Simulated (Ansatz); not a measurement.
## Structure types of ZnO compared at 34 GPa

Structure types of ZnO are relaxed in primitive cells with their symmetry kept at 34 GPa, on PAW files; LAPW relaxes the small cells further and takes the PAW cell for the others (marked *). The enthalpy is E + pV at zero temperature, without zero-point motion. Only the types listed were tried, and differences under about 5 meV/atom are mesh noise. Not among the end structures: rocksalt, zincblende, which may lie lower.

All numbers are PBE results (scalar-relativistic) from Ansatz 0.2.0, with Fermi–Dirac smearing of 0.05 eV, no spin polarisation. Methods: LAPW: all electrons, basis error target 0.5 meV/atom; PAW: frozen-core files, cutoff 420 eV.

k meshes: CsCl 15×15×15, wurtzite 12×12×7, NiAs 11×11×6.

```json
{"start type": "CsCl", "ends as": "CsCl, Pm-3m", "a, b, c (Å)": "2.556, 2.556, 2.556", "V (Å³/atom)": "8.35", "H − H(lowest), LAPW (meV/atom)": "?"}
{"start type": "wurtzite*", "ends as": "wurtzite, P6_3mc", "a, b, c (Å)": "3.090, 3.090, 4.991", "V (Å³/atom)": "10.32", "H − H(lowest), LAPW (meV/atom)": "?"}
{"start type": "NiAs*", "ends as": "NiAs, P6_3/mmc", "a, b, c (Å)": "2.858, 2.858, 4.997", "V (Å³/atom)": "8.84", "H − H(lowest), LAPW (meV/atom)": "0.0"}
```

Problem. Give the missing entry: row "wurtzite*", column "H − H(lowest), LAPW (meV/atom)".

Solution. 130.4.

Problem. What belongs in the row "CsCl", column "H − H(lowest), LAPW (meV/atom)"?

Solution. 386.3.
